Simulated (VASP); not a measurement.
MgO, 4 atoms in the cell. The structure is orthorhombic, space group Cmc2_1 (No. 36). Conventional cell: a = 3.129 Å, b = 5.695 Å, c = 5.034 Å, α = 90.00°, β = 90.00°, γ = 90.00°. Mg (site symmetry m) is surrounded by 4 O at 1.93 to 1.96 Å. O (site symmetry m) has 4 Mg at 1.93 to 1.96 Å as nearest neighbours. The cell was built by a generator and needn't be a form met in nature. The cell isn't the ideal one: uniaxial_x strain -4.8%.

| Item | Value |
| --- | --- |
| Program | VASP 6.6.1 |
| Task | single point |
| Functional | PBE |
| Potentials or basis | VASP PAW PBE potentials, release 64 (Mg, O) |
| Cutoff | 520 eV |
| k mesh | 12 × 12 × 6 |
| Occupations | fermi-dirac, width 0.02 eV |
| Spin | no spin polarisation |
| Dipole correction | no |
| Further INCAR settings | ALGO = Fast; EDIFF = 1e-06; NBANDS = 16 |

Potentials or basis: VASP PAW PBE potentials, release 64 (Mg, O).

Launch:

```console
$ cat potpaw_PBE.64/Mg/POTCAR potpaw_PBE.64/O/POTCAR > POTCAR
$ mpirun -np 1 vasp_std > vasp.out
```

Hardware: 1 thread of Intel(R) Xeon(R) 6975P-C (Granite Rapids), on a shared host.

Question: How long does it take, and how much memory?

Answer: It took 38 s on 1 thread of Intel(R) Xeon(R) 6975P-C (Granite Rapids), with other jobs on the host, peak memory 0.24 GiB. Counts: scf iterations 15, k points 172.
